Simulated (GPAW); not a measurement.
# TiO2 (C2/c) in GPAW: reference runs

How does TiO2 come out in PBE? The cell is run as given.

All numbers are computed with GPAW 26.7.0; they aren't measurements. Logs are shortened: lines on timing, memory, paths and dates and some standing lists are left out, and cuts for length are marked. The log counts tension as positive stress, the text compression.

**1. Starting point**

The structure is monoclinic, space group C2/c (No. 15). The conventional cell has a = 5.412 Å, b = 5.413 Å, c = 5.472 Å, α = 90.00°, β = 118.77°, γ = 90.00°. Around Ti (site symmetry 2) lie 6 O at 1.93 to 2.00 Å. O (site symmetry 1) has 3 Ti at 1.93 to 2.00 Å as nearest neighbours.

The cell is a database's computed one.

**2. Single point, PBE**

Input file run.py:

```python
from ase import Atoms
from ase.dft.bandgap import bandgap
from ase.io import write
from ase.units import Bohr, GPa
from gpaw import GPAW, PW
from gpaw.elf import elf_from_dft_calculation

atoms = Atoms(['Ti', 'Ti', 'O', 'O', 'O', 'O'],
              cell=[[2.706034, -2.706655, 0.0],
                    [2.706034, 2.706655, 0.0],
                    [-2.633531, 0.0, 4.796637]],
              scaled_positions=[[0.86589, 0.13411, 0.75],
                                [0.13411, 0.86589, 0.25],
                                [0.088755, 0.331221, 0.167149],
                                [0.911245, 0.668779, 0.832851],
                                [0.668779, 0.911245, 0.332851],
                                [0.331221, 0.088755, 0.667149]],
              pbc=True)

calc = GPAW(mode=PW(800),
            xc='PBE',
            kpts={'size': (8, 8, 6), 'gamma': True},
            occupations={'name': 'fermi-dirac', 'width': 0.05},
            nbands=43,
            convergence={'density': 1e-05, 'energy': 1e-05},
            maxiter=150,
            txt='gpaw.txt')
atoms.calc = calc
energy = atoms.get_potential_energy()
forces = atoms.get_forces()
stress = atoms.get_stress()
calc.write('gs.gpw')
write('result.traj', atoms)
print(f'Energy: {energy:.6f} eV')
print('Forces (eV/A):')
print(forces.round(4))
print('Stress (GPa):', (stress / GPa).round(3))
print('Fermi level:', round(calc.get_fermi_level(), 4), 'eV')
print(f'Gap: {bandgap(calc)[0]:.4f} eV, direct: {bandgap(calc, direct=True)[0]:.4f} eV')

# fields on the real-space grid
write('density.cube', atoms, data=calc.get_pseudo_density() * Bohr**3)
write('potential.cube', atoms, data=calc.get_electrostatic_potential())
write('elf.cube', atoms, data=elf_from_dft_calculation(calc).data)
```

Potentials or basis: GPAW PAW data sets (gpaw-data 1.2.1), pw.

Command:

```sh
$ OMP_NUM_THREADS=1 python run.py
```

gpaw.txt:

```text
__  _  _
 | _ |_)|_||  |
 |__||  | ||/\| - 26.7.0

Input parameters:
  mode=PW(ecut=800.0),
  convergence={'density': 1e-05, 'energy': 1e-05},
  kpts=MonkhorstPack(size=(8, 8, 6), gamma=True),
  maxiter=150,
  nbands=43,
  occupations=Occupations(name='fermi-dirac', width=0.05),
  xc=XC(name='PBE')

Diagonalizing LCAO Hamiltonian
Converting LCAO to pw mode

               O
        O
           Ti   Ti
                   O
            O

Atoms  # Å, Bohr magnetons
|   | symbol |         x |         y |        z |    initial magnetic moments |
|---|--------|-----------|-----------|----------|-----------------------------|
| 0 |     Ti |  0.730886 | -1.980676 | 3.597478 | ( 0.0000,  0.0000,  0.0000) |
| 1 |     Ti |  2.047651 |  1.980676 | 1.199159 | ( 0.0000,  0.0000,  0.0000) |
| 2 |      O |  0.696277 |  0.656272 | 0.801753 | ( 0.0000,  0.0000,  0.0000) |
| 3 |      O |  2.082260 | -0.656272 | 3.994884 | ( 0.0000,  0.0000,  0.0000) |
| 4 |      O |  3.399025 |  0.656272 | 1.596565 | ( 0.0000,  0.0000,  0.0000) |
| 5 |      O | -0.620488 | -0.656272 | 3.200072 | ( 0.0000,  0.0000,  0.0000) |

Unit cell  # Å
| periodic |         x |         y |        z |  lengths |     angles |
|----------|-----------|-----------|----------|----------|------------|
|      yes |  2.706034 | -2.706655 | 0.000000 | 3.827349 | 109.893361 |
|      yes |  2.706034 |  2.706655 | 0.000000 | 3.827349 | 109.893361 |
|      yes | -2.633531 |  0.000000 | 4.796637 | 5.472039 |  90.013147 |

Number of symmetries: 2
Symmetry operations  # r_c * U_cc + t_c -> r_c
|   | kind |            matrix            |
|---|------|------------------------------|
| 0 |  E   |  1, 0, 0,  0, 1, 0,  0, 0, 1 |
| 1 |  i   | -1, 0, 0,  0,-1, 0,  0, 0,-1 |

BZ-sampling:
  Number of BZ points: 384
  Number of IBZ points: 196

  Monkhorst-Pack size: [8, 8, 6]
  Monkhorst-Pack shift: [0.0625, 0.0625, 0.08333333333333333]

K-points  # in reciprocal-cell coordinates
|     |                                coordinates |     weight |
|-----|--------------------------------------------|------------|
|   0 | (  0.00000000,   0.00000000,   0.00000000) | 0.00260417 |
|   1 | (  0.00000000,   0.00000000,   0.16666667) | 0.00520833 |
|   2 | (  0.00000000,   0.00000000,   0.33333333) | 0.00520833 |
|   3 | (  0.00000000,   0.00000000,   0.50000000) | 0.00260417 |
|   4 | (  0.00000000,   0.12500000,  -0.33333333) | 0.00520833 |
|   5 | (  0.00000000,   0.12500000,  -0.16666667) | 0.00520833 |
|   6 | (  0.00000000,   0.12500000,   0.00000000) | 0.00520833 |
|   7 | (  0.00000000,   0.12500000,   0.16666667) | 0.00520833 |
|   8 | (  0.00000000,   0.12500000,   0.33333333) | 0.00520833 |
|   9 | (  0.00000000,   0.12500000,   0.50000000) | 0.00520833 |
| ... |                                            |            |
| 195 | (  0.50000000,   0.50000000,   0.50000000) | 0.00260417 |

Plane wave coefficients: 3632
Cutoff: 800.0 eV

Spin-components: 1 (collinear spins)
Bands:           43
Projectors:      32
Spin-degeneracy: 2
Datatype:        complex128

Parallelization:
  kpt:    1
  domain: 1
  band:   1

Density:
  Valence electrons: 48.0
  Components: 1
  Grid points: [25 25 36]
  Charge: 0.0  # |e|

Potential:
  Grid points: [25 25 36]

species:
  Ti:
    name:    Titanium
    Z:       22.0
    valence: 12
    core:    10
    charge:  0.0  # [|e|]
    compensation charges:
      type: gauss
      rc: 0.38  # [Å]
      lmax: 2
    cutoffs:
      filter: 2.23  # [Å]
      core: 1.02  # [Å]
    projectors
    | kind |    occ | energy [eV] | rcut [Å] |
    |------|--------|-------------|----------|
    |   3s |  2.000 |     -62.623 |    1.270 |
    |   4s |  2.000 |      -4.466 |    1.270 |
    |   3p |  6.000 |     -38.862 |    1.058 |
    |   4p |  0.000 |      -1.466 |    1.058 |
    |   3d |  2.000 |      -4.258 |    1.058 |
    |    d |        |      22.953 |    1.058 |

    Using partial waves for Ti as LCAO basis

  O:
    name:    Oxygen
    Z:       8.0
    valence: 6
    core:    2
    charge:  0.0  # [|e|]
    compensation charges:
      type: gauss
      rc: 0.21  # [Å]
      lmax: 2
    cutoffs:
      filter: 1.17  # [Å]
      core: 0.83  # [Å]
    projectors
    | kind |    occ | energy [eV] | rcut [Å] |
    |------|--------|-------------|----------|
    |   2s |  2.000 |     -23.961 |    0.688 |
    |   2p |  4.000 |      -9.029 |    0.598 |
    |    s |        |       3.251 |    0.688 |
    |    p |        |      18.182 |    0.598 |
    |    d |        |       0.000 |    0.619 |

    Using partial waves for O as LCAO basis

Reference energy: -54611.437768  # eV

eigensolver:
  PPCG
  Converge bands: occupied
  niter=2

density mixing:
  MSR1-Mixer
  Pratt-step length: 0.05
  Maximum mixing coefficient: 0.75
  Old densities: 10
  SVD Regularization: 0.005
  Good broyden scale: 1.0
  Trust region scale: 1.0
  Backstep threshold: 4.0
  History deletion threshold: 6.0
  Fourier metric: weight=20.0, sigma=0.015

occupation numbers:
  Fermi-Dirac:
    width: 0.0500  # eV

poisson solver:
  ecut: 6400.0  # eV

xc functional:
  name: PBE with 2 nearest neighbor stencil

convergence criteria:
[... 6 lines left out ...]
|iter     | |      energy | eigst |  dens |
|---------|-|-------------|-------|-------|
|iter:   1| |  -61.784775 | +0.07 |       |
|iter:   2| |  -58.696013 | -1.76 | -0.78 |
|iter:   3| |  -53.091370 | -0.60 | -0.84 |
|iter:   4| |  -52.498383 | -1.74 | -1.28 |
|iter:   5| |  -52.461418 | -2.50 | -1.57 |
|iter:   6| |  -52.452386 | -3.45 | -1.96 |
|iter:   7| |  -52.452317 | -4.55 | -2.84 |
|iter:   8| |  -52.452354c| -5.58 | -3.37 |
|iter:   9| |  -52.452348c| -6.35 | -3.79 |
|iter:  10| |  -52.452349c| -7.19 | -4.09 |
|iter:  11| |  -52.452349c| -7.91c| -4.78 |
|iter:  12| |  -52.452349c| -8.20c| -5.15c|

Converged in 12 steps
Energy contributions relative to reference atoms: (reference = -54611.437768)

Energy contributions:
  Kinetic:          52.263234
  Coulomb:         -63.614467
  Zero:              1.304435
  External:          0.000000
  Xc:              -42.405551
  Entropy:          -0.000000
  Spinorbit:         0.000000
  ----------------------------
  Free energy:     -52.452349
  Extrapolated:    -52.452349

dipole moment: (0.000001, 0.000000, 0.000002)  # |e|*Ang

Fermi level: 4.827
Eigenvalues  # (at kpt = [0.000, 0.000, 0.000])
| band index |      eig [eV] | occ [0-2] |
|------------|---------------|-----------|
|          0 |       -52.634 |     2.000 |
|        ... |               |           |
|         16 |         1.797 |     2.000 |
|         17 |         1.815 |     2.000 |
|         18 |         1.853 |     2.000 |
|         19 |         3.019 |     2.000 |
|         20 |         3.053 |     2.000 |
|         21 |         3.091 |     2.000 |
[... 8 lines left out ...]
|         30 |         8.631 |     0.000 |
|         31 |         8.902 |     0.000 |
|        ... |               |           |
|         42 |        21.988 |     0.000 |

Gap: 2.082 eV
Transition (v -> c):
  (s=0, k=192, n=23, [0.50, 0.50, 0.00]) -> (s=0, k=0, n=24, [0.00, 0.00, 0.00])
Direct/indirect transitions are different
Direct gap: 2.420 eV
Transition at: (s=0, k=2, n=23, [0.00, 0.00, 0.33])

Forces  # eV/Ang
|        x |        y |        z |
|----------|----------|----------|
|  0.00000 | -0.06836 | -0.00000 |  # Ti   0
| -0.00000 |  0.06836 |  0.00000 |  # Ti   1
| -0.00168 |  0.02463 | -0.09503 |  # O    2
|  0.00168 | -0.02463 |  0.09503 |  # O    3
|  0.00168 |  0.02463 |  0.09502 |  # O    4
| -0.00168 | -0.02463 | -0.09502 |  # O    5

Stress tensor  # eV/Ang^3
|         x |         y |        z |
|-----------|-----------|----------|
|  0.005536 | -0.000000 | 0.001275 |
| -0.000000 |  0.005772 | 0.000000 |
|  0.001275 |  0.000000 | 0.002510 |

# Writing to gs.gpw (mode='')
```

Wall time 8.3 min (1 thread of Arm Neoverse V2, shared host); peak memory 0.84 GiB.

What came out:

```yaml
Free_energy: -52.4523 eV
Pressure: -0.7 GPa
Largest_force: 0.098 eV/Å
Band_gap_on_the_k_mesh: 2.08 eV, indirect (least direct gap 2.42 eV)
```

Forces in eV/Å, atoms in the order of the input:
```
Ti   0.000 -0.068  0.000
Ti   0.000  0.068  0.000
O   -0.002  0.025 -0.095
O    0.002 -0.025  0.095
O    0.002  0.025  0.095
O   -0.002 -0.025 -0.095
```

Levels at points of the mesh, in eV from the valence-band top:
| k point | band 21 | band 22 | band 23 | band 24 | band 25 | band 26 | band 27 | band 28 |
| --- | --- | --- | --- | --- | --- | --- | --- | --- |
| (0.00, 0.00, 0.00) | -0.75 | -0.72 | -0.44 | -0.43 | 2.08 | 2.79 | 3.83 | 3.84 |
| (0.00, 0.00, 0.50) | -1.23 | -1.23 | -0.13 | -0.13 | 2.42 | 2.42 | 3.66 | 3.66 |
| (0.00, 0.50, 0.00) | -1.84 | -0.90 | -0.86 | -0.62 | 3.22 | 3.37 | 3.40 | 3.64 |
| (0.00, 0.50, 0.50) | -1.84 | -0.88 | -0.86 | -0.62 | 3.08 | 3.47 | 3.50 | 3.53 |
| (0.50, 0.00, 0.00) | -1.84 | -0.90 | -0.86 | -0.62 | 3.22 | 3.37 | 3.40 | 3.64 |
| (0.50, 0.00, 0.50) | -1.84 | -0.88 | -0.86 | -0.62 | 3.08 | 3.47 | 3.50 | 3.53 |
| (0.50, 0.50, 0.00) | -2.15 | -1.84 | -0.01 | 0.00 | 3.24 | 3.28 | 3.53 | 3.87 |
| (0.50, 0.50, 0.50) | -1.99 | -1.99 | -0.02 | -0.02 | 3.26 | 3.26 | 3.71 | 3.71 |

A k mesh can miss the band edges.
